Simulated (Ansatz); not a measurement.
Relaxed (100) slab cut from GeSe (space group Pnma (No. 62)); the slab's formula is GeSe, its outer planes Ge (top) and Ge (bottom):

```
CELL_PARAMETERS angstrom
3.85438 0.00000 0.00000
0.00000 4.26733 0.00000
0.00000 0.00000 33.86778
ATOMIC_POSITIONS crystal
Ge 0.75000 0.59492 0.22456
Se 0.25000 0.00433 0.22699
Se 0.75000 0.50662 0.29788
Ge 0.25000 0.09915 0.30142
Ge 0.75000 0.89427 0.37998
Se 0.25000 0.49502 0.38767
Se 0.75000 0.99564 0.45454
Ge 0.25000 0.39558 0.46235
Ge 0.75000 0.60444 0.53765
Se 0.25000 0.00437 0.54546
Se 0.75000 0.50497 0.61233
Ge 0.25000 0.10571 0.62002
Ge 0.75000 0.90084 0.69858
Se 0.25000 0.49337 0.70212
Se 0.75000 0.99569 0.77301
Ge 0.25000 0.40509 0.77544
```

Method: DFT PBEsol, scalar-relativistic, plane waves, PAW in Ansatz. Settings: cutoff 420 eV, Γ-centred mesh 9×8×1 on the computed 16-atom cell, Gaussian smearing of 0.05 eV; no spin polarisation. The cell repeats along c with a dipole correction in the vacuum.

The potential is the smooth part; its values at the atoms depend on the PAW datasets.

**Question.** How does the plane-averaged electrostatic potential energy of an electron run along c, counted from the top of the valence band?

**Answer.**
```
z (Å) V (eV)
 2.82    4.46
 3.10    4.46
 3.39    4.46
 3.67    4.46
 3.95    4.46
 4.23    4.46
 4.52    4.45
 4.80    4.45
 5.08    4.43
 5.36    4.39
 5.64    4.30
 5.93    4.10
 6.21    3.62
 6.49    2.54
 6.77   -0.13
 7.06   -4.49
 7.34   -7.39
 7.62   -8.47
 7.90   -7.70
 8.18   -5.34
 8.47   -1.49
 8.75    1.30
 9.03    1.33
 9.31   -1.35
 9.60   -5.15
 9.88   -7.62
10.16   -8.56
10.44   -7.68
10.72   -4.89
11.01   -0.57
11.29    2.06
11.57    2.70
11.85    2.00
12.14   -0.61
12.42   -4.85
12.70   -7.73
12.98   -8.37
13.26   -7.19
13.55   -4.71
13.83   -1.40
14.11    1.26
14.39    1.35
14.68   -1.17
14.96   -4.48
15.24   -7.04
15.52   -8.34
15.80   -7.86
16.09   -5.16
16.37   -0.94
16.65    1.81
16.93    2.54
17.22    1.81
17.50   -0.94
17.78   -5.16
18.06   -7.86
18.35   -8.34
18.63   -7.04
18.91   -4.48
19.19   -1.17
19.47    1.35
19.76    1.26
20.04   -1.40
20.32   -4.71
20.60   -7.19
20.89   -8.36
21.17   -7.73
21.45   -4.85
21.73   -0.61
22.01    2.00
22.30    2.70
22.58    2.06
22.86   -0.57
23.14   -4.89
23.43   -7.68
23.71   -8.56
23.99   -7.62
24.27   -5.15
24.55   -1.35
24.84    1.33
25.12    1.30
25.40   -1.49
25.68   -5.34
25.97   -7.71
26.25   -8.47
26.53   -7.39
26.81   -4.49
27.09   -0.13
27.38    2.54
27.66    3.62
27.94    4.10
28.22    4.30
28.51    4.39
28.79    4.43
29.07    4.45
29.35    4.45
29.63    4.46
29.92    4.46
30.20    4.46
30.48    4.46
30.76    4.46
31.05    4.46
```

The vacuum level lies 4.46 eV above the top of the valence band.

Cost: 1 run of about 32 core-minutes, on Arm Neoverse V2 (shared hosts).